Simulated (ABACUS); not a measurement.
## ZrS2: band structure with LDA-PW92

**What was measured.**

“Stress-Tuned Optical Transitions in Layered 1T-MX2 (M= Hf, Zr, Sn; X= S, Se) Crystals”, 2022, arxiv:2210.12074 quotes, for a bulk crystal of ZrS2: band gap 1.68 eV (indirect).

Crystal: ZrS2.

```
Zr S
1.0
     3.69138    0.00000    0.00000
    -1.84569    3.19683    0.00000
     0.00000    0.00000    6.04108
Zr S
1 2
Direct
  0.00000 0.00000 0.00000
  0.33333 0.66667 0.23791
  0.66667 0.33333 0.76209
```

The cell is a database's computed one.

```
Program                                       : ABACUS 3.10.1
Task                                          : band structure
Functional                                    : LDA-PW92
Potentials or basis                           : GBRV ultrasoft 1.5 LDA
Cutoff                                        : 544 eV
Density cutoff                                : 4354 eV
Basis                                         : plane waves
Occupations                                   : fermi-dirac, width 0.05 eV
Spin                                          : no spin polarisation
Radial cutoff of the potentials (pseudo_rcut) : 10 bohr
Threshold of the eigensolver                  : 1e-07 Ry
Density                                       : read from an earlier self-consistent run
Path                                          : G-M-K-G-A-L-H-A, L-M, K-H
Points for each segment of the path           : 10
SCF threshold on the density                  : 1e-08
Max SCF steps                                 : 100
Eigensolver                                   : dav
Mixing                                        : broyden
Mixing share                                  : 0.7
Symmetry key                                  : -1
Bands                                         : 22
```

```yaml
Band_gap_along_the_path: 0.90 eV, indirect (least direct gap 1.53 eV)
```

Levels at the corners of the path, in eV from the Fermi level:
```
point  band 8  band 9  band 10  band 11  band 12  band 13  band 14  band 15  band 16  band 17
    Γ   -3.24   -3.24    -0.53    -0.53    -0.50     1.03     1.03     1.85     4.52     4.52
    M   -3.04   -2.91    -2.84    -2.14    -1.62     0.63     2.69     2.94     5.21     5.38
    K   -3.76   -3.76    -2.44    -2.44    -1.88     1.62     2.64     2.64     4.46     4.46
    Γ   -3.24   -3.24    -0.53    -0.53    -0.50     1.03     1.03     1.85     4.52     4.52
    A   -3.21   -3.21    -2.11    -0.63    -0.63     1.00     1.00     2.18     4.81     4.81
    L   -3.55   -3.02    -2.68    -1.42    -1.24     0.46     2.68     2.94     4.80     5.19
    H   -3.89   -3.54    -2.34    -2.20    -2.20     1.72     2.37     2.37     5.01     5.01
    A   -3.21   -3.21    -2.11    -0.63    -0.63     1.00     1.00     2.18     4.81     4.81
    L   -3.55   -3.02    -2.68    -1.42    -1.24     0.46     2.68     2.94     4.80     5.19
    M   -3.04   -2.91    -2.84    -2.14    -1.62     0.63     2.69     2.94     5.21     5.38
    K   -3.76   -3.76    -2.44    -2.44    -1.88     1.62     2.64     2.64     4.46     4.46
    H   -3.89   -3.54    -2.34    -2.20    -2.20     1.72     2.37     2.37     5.01     5.01
```

It took 11 s on 4 MPI ranks on Intel(R) Xeon(R) Platinum 8488C (Sapphire Rapids), with other jobs on the host, peak memory 0.92 GiB a rank.

A measured gap of ZrS2 is 1.68 eV (indirect; quoted in “Stress-Tuned Optical Transitions in Layered 1T-MX2 (M= Hf, Zr, Sn; X= S, Se) Crystals”, 2022, arxiv:2210.12074); the calculated 0.90 eV misses it by -0.78 eV. Spin-orbit coupling on Zr is left out. The value is that of LDA-PW92, without temperature or zero-point motion. Semilocal functionals fall short of measured gaps as a rule. The cell is a database's relaxed one, not the measured one, which moves gaps too.

Caveat: the density is read from an earlier self-consistent run, whose mesh may be coarse.
